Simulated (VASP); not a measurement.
Crystal: Ti2Se3.

```
CELL_PARAMETERS angstrom
4.23426 0.00000 0.00000
0.00000 4.23426 0.00000
0.00000 0.00000 7.14431
ATOMIC_POSITIONS crystal
Ti 0.50000 0.50000 0.50000
Ti 0.00000 0.00000 0.50000
Se 0.50000 0.50000 0.18755
Se 0.50000 0.50000 0.81245
Se 0.00000 0.00000 0.00000
```

The cell was built by a generator and needn't be a form met in nature.

| Property | Result |
| --- | --- |
| Program | VASP 6.6.1 |
| Task | relaxation of cell and atoms |
| Functional | PBE |
| Potentials or basis | VASP PAW PBE potentials, release 64 (Ti_sv, Se) |
| Cutoff | 520 eV |
| k mesh | 3 × 3 × 2 |
| Occupations | gaussian, width 0.15 eV |
| Spin | no spin polarisation |

At the start: pressure -3.2 GPa; volume 25.62 Å³/atom.

Question: Where does the relaxation end?

Answer: Over 11 steps the energy falls by 195.9 meV/atom and the volume is 22.15 Å³/atom (-13.5 %); space group P4/mmm (No. 123, to 0.05 Å).

Step by step:
| step | energy change (eV) | largest force (eV/Å) | pressure (GPa) | volume (Å³) |
| --- | --- | --- | --- | --- |
| 1 | 0.0000 | 0.6513 | -3.20 | 128.09 |
| 2 | -0.4972 | 0.8827 | -2.82 | 118.62 |
| 3 | -0.6567 | 1.7066 | -1.29 | 111.73 |
| 4 | -0.8335 | 0.7374 | 2.72 | 104.09 |
| 5 | -0.8355 | 0.7960 | 2.86 | 104.41 |
| 6 | -0.9507 | 0.2121 | 0.66 | 109.03 |
| 7 | -0.9669 | 0.0225 | 0.09 | 111.34 |
| 8 | -0.9674 | 0.0742 | -0.05 | 112.00 |
| 9 | -0.9738 | 0.2341 | -0.91 | 112.84 |
| 10 | -0.9757 | 0.1410 | -0.87 | 112.58 |
| 11 | -0.9793 | 0.0727 | 0.11 | 110.76 |

Final structure:
```xyz
5
Lattice="3.7287 0.0000 0.0000 0.0000 3.7287 0.0000 0.0000 0.0000 7.9665" Properties=species:S:1:pos:R:3 pbc="T T T"
Ti    1.8644    1.8644    3.9833
Ti    0.0000    3.7287    3.9833
Se    1.8644    1.8644    1.6411
Se    1.8644    1.8644    6.3254
Se    0.0000    3.7287    0.0000
```

Caveat: the k mesh is coarse (spacing up to 0.49 Å⁻¹), so the values aren't converged.
